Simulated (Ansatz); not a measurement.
ZrO2, one structure, two calculations

Cell: a measured structure from the Crystallography Open Database (COD), its atoms then relaxed with PBE in this cell.

```cif
data_ZrO2
_symmetry_space_group_name_H-M 'P4_2/nmc:1'
_symmetry_Int_Tables_number 137
_cell_length_a 3.5961
_cell_length_b 3.5961
_cell_length_c 5.1770
_cell_angle_alpha 90.000
_cell_angle_beta 90.000
_cell_angle_gamma 90.000
loop_
_atom_site_label
_atom_site_type_symbol
_atom_site_symmetry_multiplicity
_atom_site_Wyckoff_symbol
_atom_site_fract_x
_atom_site_fract_y
_atom_site_fract_z
Zr Zr 2 a 0.0000 0.0000 0.0000
O O 4 d 0.0000 0.5000 0.2012
```

One atom of each set is listed.

First run. Method: Kohn–Sham DFT in Ansatz, PBE, plane waves and PAW, scalar-relativistic, 420 eV cutoff, Γ-centred 8×8×6 k-points, Fermi–Dirac smearing 0.02 eV.

| site | V_zz (10²¹ V/m²) | η |
| --- | --- | --- |
| Zr | 5.23 | 0.00 |
| O | 0.92 | 0.03 |

Second run. The same atoms and settings, except that the functional is PBEsol.

Q: Given the first result, estimate the second.

A: 

```tsv
site	V_zz	η	change of V_zz
Zr	5.20	0.00	-0.03
O	1.03	0.18	+0.11
```

The largest change of V_zz is on O, from 0.92 to 1.03. In per cent, |V_zz| changes by -1 on Zr, +11 on O (all sites that start above 0.5).

Without spin–orbit coupling (the program notes it for Zr) the gradients are little affected as a rule: paired runs on crystals with a gap mostly move them by under 2 % at such atoms.
For the first run: At this cell the PBE pressure is 6 GPa, so with PBE the cell would grow if it were relaxed.
